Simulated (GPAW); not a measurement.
The system is Ni.

```xyz
1
Lattice="-1.3837 1.3837 1.3837 1.3837 -1.3837 1.3837 1.3837 1.3837 -1.3837" Properties=species:S:1:pos:R:3 pbc="T T T"
Ni    0.0000    0.0000    0.0000
```

This isn't the form of Ni at room conditions, which is fcc.

Base run:

```yaml
Program: GPAW 26.7.0
Functional: r2SCAN
Potentials_or_basis: GPAW PAW data sets (gpaw-data 1.2.1)
Cutoff: 600 eV
Basis: pw
k_mesh: 13 × 13 × 13
Occupations: fermi-dirac, width 0.05 eV
Spin: collinear spin, ferromagnetic start
Starting_moments: "[1.0] μB"
Hubbard_terms: Ni d U = 8 eV
```

Its results: band gap on the k mesh none (metal or under the smearing width); pressure 8.1 GPa; net moment 0.92 μB per cell; site moments Ni +1.05 μB.

Q: The run is repeated on the same cell with these changes: hubbard terms from Ni d U = 8 eV to Ni d U = 4 eV. What comes out?

A: Band gap on the k mesh none (metal or under the smearing width); pressure 2.8 GPa; net moment 0.71 μB per cell; site moments Ni +0.80 μB.

Caveats: the stock nickel data set gives pressures a few GPa off other programs; the PAW data sets were made with another functional, which shifts forces and pressure a little; the U is typed as a test and isn't derived for this compound.
